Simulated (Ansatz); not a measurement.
# Sb2Te3 (Bi2Te3 type, space group R-3m), energy against volume

Sb$_{2}$Te$_{3}$ (Bi2Te3 type, space group R-3m)

Space group R-3m, hexagonal axes (No. 166); a = b = 4.276 Å, c = 29.825 Å, α = β = 90.00°, γ = 120.00°

```
atom  site  symmetry       x       y       z
----  ----  --------  ------  ------  ------
Sb      6c        3m  0.0000  0.0000  0.3991
Te      3a       -3m  0.0000  0.0000  0.0000
Te      6c        3m  0.0000  0.0000  0.2102
```
(The calculation used a cell of 5 atoms; values per cell refer to that cell.)

This relaxed cell (volume V₀) is scaled evenly in all directions, its shape held. The atoms relax within the cell's symmetry.

The numbers are results of PBE-D3(BJ) (plane waves to 420 eV, PAW, scalar-relativistic; Ansatz, a first-principles code), not measurements. k mesh 9×9×9 (Γ-centred), Fermi-Dirac smearing 0.05 eV. E stands for the smeared free energy. Stress and pressure are positive under compression. With the shape held, the modulus is that of even scaling; a crystal free to change shape is softer. Sb2Te3 was relaxed with its symmetry unable to fall. Spin-orbit coupling is left out, though Sb and Te are heavy. ΔE is measured from the relaxed starting cell.

```tsv
V (Å³/atom)	ΔE (meV/atom)	P (GPa)
29.597	16.9	3.09
29.974	10.5	2.34
30.352	5.7	1.68
30.730	2.5	1.07
31.108	0.6	0.51
31.486	0.0	0.00
31.864	0.6	-0.47
32.241	2.2	-0.89
32.619	4.7	-1.28
32.997	8.2	-1.62
33.375	12.4	-1.92
```

Derived quantities:

* **Pressure at the smallest volume**: 3.09 GPa
* **Energy cost of the largest compression**: 16.9 meV/atom
* **Energy cost of the largest expansion**: 12.4 meV/atom
* **Bulk modulus at fixed cell shape B₀ (third-order Birch-Murnaghan fit)**: 40.7 GPa
* **Pressure derivative B₀′ (fit)**: 6.8
* **Equilibrium volume of the fit**: 31.49 Å³/atom
* **Pressure for 5 % compression (fit)**: 2.5 GPa

(A scan under strain: stresses follow from slopes of the energy per volume, elastic moduli from its curvatures.)
